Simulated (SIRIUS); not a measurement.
Bi under changes of volume

One of the cells (31.739 Å³/atom); the others are scaled copies at fixed shape and fractional positions:

```
Bi
1.0
    -1.99455    1.99455    1.99455
     1.99455   -1.99455    1.99455
     1.99455    1.99455   -1.99455
Bi
1
Direct
  0.00000 0.00000 0.00000
```

This isn't the form of Bi at room conditions, which is rhombohedral.

| Property | Result |
| --- | --- |
| Program | SIRIUS 7.10.0 |
| Functional | PBEsol |
| Potentials or basis | PseudoDojo 0.4.1 PBEsol standard (scalar relativistic) |
| Cutoff | 915 eV |
| Density cutoff | 3659 eV |
| k mesh | 9 × 9 × 9 |
| Occupations | fermi-dirac, width 0.05 eV |
| Spin | no spin polarisation |

```csv
volume (Å³/atom),energy over the lowest point (meV/atom),pressure (GPa)
29.250,4.52,1.8
29.872,0.00,0.4
30.495,?,?
31.739,15.33,-2.9
32.362,28.36,-3.8
32.984,44.50,-4.5
```

Problem. What does the run at 30.495 Å³/atom give?

Solution. Energy over the lowest point 0.61 meV/atom; pressure -0.8 GPa.

Worked out: A Birch-Murnaghan fit of order 3 (a polynomial in V^(-2/3)) to the other rows has its minimum at 30.09 Å³/atom with B0 = V·E''(V) = 62 GPa and B' = 4.9. It gives 0.68 meV/atom at 30.495 Å³/atom, against the run's 0.61, and -dE/dV = -0.8 GPa, against -0.8.

Energies are extrapolated to zero smearing.
